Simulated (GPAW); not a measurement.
## CoO: single point with PBE

Crystal: CoO.

```
CELL_PARAMETERS angstrom
0.00000 2.13150 2.13150
2.13150 0.00000 2.13150
2.13150 2.13150 0.00000
ATOMIC_POSITIONS crystal
Co 0.00000 0.00000 0.00000
O 0.50000 0.50000 0.50000
```

| Quantity | Value |
| --- | --- |
| Program | GPAW 26.7.0 |
| Task | single point |
| Functional | PBE |
| Potentials or basis | GPAW PAW data sets (gpaw-data 1.2.1) |
| Cutoff | 800 eV |
| Basis | pw |
| k mesh | 11 × 11 × 11 |
| Occupations | gaussian, width 0.023 eV |
| Spin | collinear spin, ferromagnetic start |
| Starting moments | [2.0, 0.0] μB |
| Maxiter | 150 |

| Item | Value |
| --- | --- |
| Pressure | -1.1 GPa |
| Band gap on the k mesh | none (metal or under the smearing width) |
| Net moment | 2.99 μB per cell |
| Site moments | Co +2.56; O +0.25 μB |

Levels at points of the mesh, in eV from the Fermi level:
Spin up:
| k point | band 7 | band 8 | band 9 | band 10 | band 11 | band 12 |
| --- | --- | --- | --- | --- | --- | --- |
| (0.00, 0.00, 0.00) | -3.15 | -3.15 | -3.15 | 0.82 | 16.75 | 17.92 |
Spin down:
| k point | band 2 | band 3 | band 4 | band 5 | band 6 | band 7 | band 8 | band 9 | band 10 | band 11 |
| --- | --- | --- | --- | --- | --- | --- | --- | --- | --- | --- |
| (0.00, 0.00, 0.00) | -2.64 | -2.64 | -2.64 | -1.12 | -1.12 | -1.12 | 0.06 | 0.06 | 1.38 | 16.62 |

Run time: 18 s on 1 thread of AMD EPYC 9R45 96-Core Processor (Zen 5), with other jobs on the host, peak memory 0.18 GiB.

Caveat: a cell with one magnetic atom can't hold antiferromagnetic order, which such compounds often take; semilocal functionals often make such compounds metallic where correlation or magnetic order opens a gap, which also shifts bond lengths. With open d or f shells a metallic result of PBE can be an artefact of self-interaction; +U or a hybrid may open a gap.
